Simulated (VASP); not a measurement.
Runs of VASP 6.6.1 on Sb. It takes space group Fm-3m (No. 225, cubic). Conventional cell: a = 4.742 Å, b = 4.742 Å, c = 4.742 Å, α = 90.00°, β = 90.00°, γ = 90.00°. Around Sb (site symmetry m-3m) lie 12 Sb at 3.35 Å. This isn't the form of Sb at room conditions, which is rhombohedral.

```tsv
task	potentials or basis	cell	k mesh	cutoff (eV)	smearing	mesh quality	gap on the mesh (eV)	pressure (GPa)
single point	VASP PAW PBE potentials, release 64 (Sb_d_GW)	as given	6 × 6 × 6	500	gaussian 0.02 eV	coarse	none	1.5
single point	VASP PAW PBE potentials, release 64 (Sb_d_GW)	as given	5 × 5 × 5	450	gaussian 0.02 eV	coarse	none	1.9
single point	VASP PAW PBE potentials, release 64 (Sb)	as given	10 × 10 × 10	520	fermi-dirac 0.05 eV	not flagged	none	(a)
single point	VASP PAW PBE potentials, release 64 (Sb)	cell strained at random at fixed volume	10 × 10 × 10	520	fermi-dirac 0.05 eV	not flagged	none	1.6
single point	VASP PAW PBE potentials, release 64 (Sb_d_GW)	as given	6 × 6 × 6	450	gaussian 0.02 eV	coarse	none	1.5
```

Alike in all rows: level PBE; no spin polarisation.

Problem. Fill in the values left out.

Solution. (a) 1.7.

Caveats: some runs use coarse meshes.

A k mesh can miss the band edges, and the runs leave out spin-orbit coupling on Sb.

A gap of «none» marks a metal or a gap under the smearing width.

The runs don't all hold the same shells in valence.
